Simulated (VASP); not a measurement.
# Settings for WS₂: equation of state

WS₂, R3m (no. 160), 3 atoms in the cell. LDA; PAW potentials W_sv, S (LDA set). VASP 6.6.1.

Wanted: equilibrium volume within 0.2 %; bulk modulus within 1 %.

What the run is for: equation of state; Accuracy asked: standard.

The series start from Plane-wave cutoff (eV): 340; k-point mesh: 8 × 8 × 8; Volumes: 5 from 0.92 to 1.08; Precision mode (PREC): Accurate; Electronic threshold (eV): 1e-6; Aspherical gradient terms in the spheres (LASPH): yes; Start of each volume: each volume from scratch. Each series keeps the choices made before it, and each single choice may use up half of a tolerance. Times cover all steps of a run.

## Plane-wave cutoff (eV)

| Plane-wave cutoff (eV) | Equilibrium volume (Å³/atom) | Bulk modulus (GPa) | Time (s) |
|---|---|---|---|
| 210 | 17.42 | 173.9 | 36 |
| 260 | 17.43 | 176.3 | 55 |
| 300 | 17.42 | 176.7 | 72 |
| 340 | 17.41 | 176.8 | 89 |
| 390 | 17.41 | 176.8 | 122 |
| 460 | 17.41 | 176.8 | 157 |
| 550 | 17.41 | 176.9 | 154 |
| 690 (reference) | 17.41 | 177 | 252 |

Chosen: 300, the loosest value from which every tighter one stays within half of the tolerance.

## k-point mesh

| k-point mesh | Equilibrium volume (Å³/atom) | Bulk modulus (GPa) | Time (s) |
|---|---|---|---|
| 3 × 3 × 3 | 17.44 | 174.4 | 16 |
| 4 × 4 × 4 | 17.37 | 177 | 21 |
| 5 × 5 × 5 | 17.42 | 176.6 | 26 |
| 7 × 7 × 7 | 17.42 | 176.6 | 44 |
| 8 × 8 × 8 | 17.42 | 176.7 | 72 |
| 10 × 10 × 10 | 17.42 | 176.6 | 104 |
| 13 × 13 × 13 (reference) | 17.42 | 176.6 | 186 |

Chosen: 5 × 5 × 5.

## Volumes

| Volumes | Equilibrium volume (Å³/atom) | Bulk modulus (GPa) | Time (s) |
|---|---|---|---|
| 5 from 0.88 to 1.12 | 17.42 | 176.6 | 25 |
| 5 from 0.92 to 1.08 | 17.42 | 176.6 | 26 |
| 7 from 0.91 to 1.09 (reference) | 17.42 | 176.7 | 37 |

Chosen: 5 from 0.88 to 1.12.

## Precision mode (PREC)

| Precision mode (PREC) | Equilibrium volume (Å³/atom) | Bulk modulus (GPa) | Time (s) |
|---|---|---|---|
| SingleN | 17.42 | 176.6 | 12 |
| Normal | 17.42 | 176.5 | 15 |
| Accurate (reference) | 17.42 | 176.6 | 25 |

Chosen: SingleN.

## Electronic threshold (eV)

| Electronic threshold (eV) | Equilibrium volume (Å³/atom) | Bulk modulus (GPa) | Time (s) |
|---|---|---|---|
| 0.001 | 17.42 | 176.6 | 10 |
| 0.0001 | 17.42 | 176.6 | 11 |
| 1e-5 | 17.42 | 176.6 | 11 |
| 1e-6 | 17.42 | 176.6 | 12 |
| 1e-7 (reference) | 17.42 | 176.6 | 13 |

Chosen: 0.001.

## Aspherical gradient terms in the spheres (LASPH)

| Aspherical gradient terms in the spheres (LASPH) | Equilibrium volume (Å³/atom) | Bulk modulus (GPa) | Time (s) |
|---|---|---|---|
| no | 17.42 | 176.6 | 9.3 |
| yes (reference) | 17.42 | 176.6 | 10 |

Chosen: no.

## Start of each volume

| Start of each volume | Equilibrium volume (Å³/atom) | Bulk modulus (GPa) | Time (s) |
|---|---|---|---|
| each volume from scratch | 17.42 | 176.6 | 9.3 |
| orbitals of the volume before (WAVECAR) | 17.42 | 176.6 | 7.2 |

Chosen: orbitals of the volume before (WAVECAR); it saves 2.1 s of 9.3, so each volume from scratch would do nearly as well.

## All choices together

| Input | Equilibrium volume (Å³/atom) | Bulk modulus (GPa) | Time (s) |
|---|---|---|---|
| the program's defaults (naive) | 17.42 | 177.2 | 12 |
| chosen settings | 17.42 | 176.6 | 7.2 |
| reference settings throughout | 17.41 | 176.9 | 1388 |

The tolerance is met.

## The input

INCAR:
```
GGA = CA ; ISMEAR = 0
SIGMA = 0.03 ; LWAVE = T
LCHARG = F ; ISIF = 2
NSW = 0 ; PREC = SingleN
LASPH = F ; LREAL = F
ALGO = Normal ; EDIFF = 0.001
NELM = 120 ; GGA_COMPAT = F
ENCUT = 300 ; EFERMI = MIDGAP
KPAR = 4
```

KPOINTS:
```
Automatic mesh
0
Gamma
  5 5 5
  0 0 0
```

POSCAR.step1:
```
WS2
1.0
    1.5131303909      0.8736062385      5.9062235438
   -1.5131303909      0.8736062385      5.9062235438
    0.0000000000     -1.7472124770      5.9062235438
W S
1 2
Direct
    0.0000000000      0.0000000000      0.0000000000
    0.5810000000      0.5810000000      0.5810000000
    0.7503000000      0.7503000000      0.7503000000
```

POSCAR.step2:
```
WS2
1.0
    1.5467664657      0.8930260354      6.0375157167
   -1.5467664657      0.8930260354      6.0375157167
    0.0000000000     -1.7860520706      6.0375157167
W S
1 2
Direct
    0.0000000000      0.0000000000      0.0000000000
    0.5810000000      0.5810000000      0.5810000000
    0.7503000000      0.7503000000      0.7503000000
```

POSCAR.step3:
```
WS2
1.0
    1.5790000000      0.9116360751      6.1633333333
   -1.5790000000      0.9116360751      6.1633333333
    0.0000000000     -1.8232721501      6.1633333333
W S
1 2
Direct
    0.0000000000      0.0000000000      0.0000000000
    0.5810000000      0.5810000000      0.5810000000
    0.7503000000      0.7503000000      0.7503000000
```

POSCAR.step4:
```
WS2
1.0
    1.6099686466      0.9295158316      6.2842136955
   -1.6099686466      0.9295158316      6.2842136955
    0.0000000000     -1.8590316630      6.2842136955
W S
1 2
Direct
    0.0000000000      0.0000000000      0.0000000000
    0.5810000000      0.5810000000      0.5810000000
    0.7503000000      0.7503000000      0.7503000000
```

POSCAR.step5:
```
WS2
1.0
    1.6397896374      0.9467329886      6.4006143962
   -1.6397896374      0.9467329886      6.4006143962
    0.0000000000     -1.8934659771      6.4006143962
W S
1 2
Direct
    0.0000000000      0.0000000000      0.0000000000
    0.5810000000      0.5810000000      0.5810000000
    0.7503000000      0.7503000000      0.7503000000
```

Commands (each step's output is kept before the next begins):
```
cat potpaw_LDA.64/W_sv/POTCAR potpaw_LDA.64/S/POTCAR > POTCAR
cp POSCAR.step1 POSCAR
mpirun -np 4 vasp_std > vasp.out
cp POSCAR.step2 POSCAR
mpirun -np 4 vasp_std > vasp.out
cp POSCAR.step3 POSCAR
mpirun -np 4 vasp_std > vasp.out
cp POSCAR.step4 POSCAR
mpirun -np 4 vasp_std > vasp.out
cp POSCAR.step5 POSCAR
mpirun -np 4 vasp_std > vasp.out
```

The naive input happens to agree within the tolerance here, in 12 s.

Limits: Every volume keeps the cell's shape and the atoms' fractional positions, so the modulus is that of a clamped cell, stiffer than the relaxed one, above all in layered crystals.

The chosen input took VASP 6.6.1 7.2 s on 4 cores (Intel Xeon Platinum 8488C (Sapphire Rapids)), a shared host.

## An input that fails: cutoff far too low

It runs to its end, but against the unchanged starting input it is off by 0.9 % in the equilibrium volume, 4.3 % in the bulk modulus.

Changes against the starting input:
```
(all steps)
- PREC = Accurate
- NELM = 120
- ENCUT = 340
+ PREC = Low
+ NELM = 75
+ ENCUT = 160
```
